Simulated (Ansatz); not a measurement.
Cr:

```
Cr
1.0
     2.71400    0.00000    0.00000
    -1.35700    2.35039    0.00000
     0.00000    0.00000    4.41000
Cr
2
Direct
  0.66667 0.33333 0.75000
  0.33333 0.66667 0.25000
```

This isn't the form of Cr at room conditions, which is bcc.

Base run:

| Item | Value |
| --- | --- |
| Program | Ansatz 0.2.0 |
| Functional | PBE |
| Potentials or basis | Ansatz PAW |
| Cutoff | 420 eV (not typed: the program's choice for these potentials) |
| k mesh | 9 × 9 × 5 |
| Occupations | fermi-dirac, width 0.05 eV |
| Spin | collinear spin, ferromagnetic start |
| Starting moments | [0.75, 0.75] μB |
| Fixed moment | 1.5 μB |

Its results: pressure -25.9 GPa; site moments Cr +0.69 μB.

**Question.** The run is repeated on the same cell with these changes: fixed moment from 1.5 μB to 7.5 μB; moments at the start from [0.75, 0.75] to [3.75, 3.75]. What comes out?

**Answer.** Pressure 27.2 GPa; site moments Cr +3.34 μB.

Caveats: the total moment is fixed, so each spin has its own Fermi level; the thresholds are loose for stress.
